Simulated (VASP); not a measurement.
**VASP inputs for PtSe2 (strained 1T (CdI2) bulk)**

INCAR

```
PREC = Accurate
ISIF = 2
EDIFF = 1E-7
ENCUT = 520
LREAL = .FALSE.
GGA = PE
LASPH = .TRUE.
NSW = 0
LWAVE = .FALSE.
IBRION = -1
LCHARG = .FALSE.
NBANDS = 18
NELM = 120
ISMEAR = -1
SIGMA = 0.02
```

KPOINTS

```
KPOINTS created by Atomic Simulation Environment
0
Gamma
12 12 6
0 0 0
```

KPOINTS_OPT

```
special points
8
Reciprocal
0.0000000000 0.0000000000 0.0000000000 1
0.5000000000 0.0000000000 0.0000000000 1
0.3333333333 0.3333333333 0.0000000000 1
0.0000000000 0.0000000000 0.5000000000 1
0.5000000000 0.0000000000 0.5000000000 1
0.3333333333 0.3333333333 0.5000000000 1
0.0000000000 0.2500000000 0.3333333333 1
0.0000000000 0.2942710000 0.2805990000 1
```

POSCAR

```
Pt Se
 1.0000000000000000
     3.8032233762253913    0.0000000000000000    0.0000000000000000
    -1.9016116881126957    3.2936880600780105    0.0000000000000000
     0.0000000000000000    0.0000000000000000    5.0359556443000004
 Pt  Se
   1   2
Cartesian
 -0.0000000000000000  0.0000000000000000  0.0000000000000000
 -0.0000000000000001  2.1957920400520070  1.2597577983362445
  1.9016116881126954  1.0978960200260035  3.7761978459637553
```

VASP ran with the recommended PBE PAW datasets (22 valence electrons in the cell).

Problem. What does this run give?

Solution. gap between bands v and c -0.66 eV (bands overlap: a metal); least direct gap 0.14 eV; pressure 1.5 GPa; largest force 0.17 eV/Å.

Band v is the last that the valence electrons fill when counted band by band, and c is the next. Levels in eV from the top of v:

```json
{"point": "Γ", "v−1": "-1.53", "v": "0.00", "c": "0.88", "c+1": "0.88"}
{"point": "M", "v−1": "-3.74", "v": "-3.32", "c": "0.16", "c+1": "1.80"}
{"point": "K", "v−1": "-2.24", "v": "-2.24", "c": "-0.44", "c+1": "-0.44"}
{"point": "A", "v−1": "-1.97", "v": "-1.97", "c": "1.71", "c+1": "1.71"}
{"point": "L", "v−1": "-3.23", "v": "-1.69", "c": "0.47", "c+1": "0.87"}
{"point": "H", "v−1": "-2.87", "v": "-2.87", "c": "1.50", "c+1": "1.50"}
```
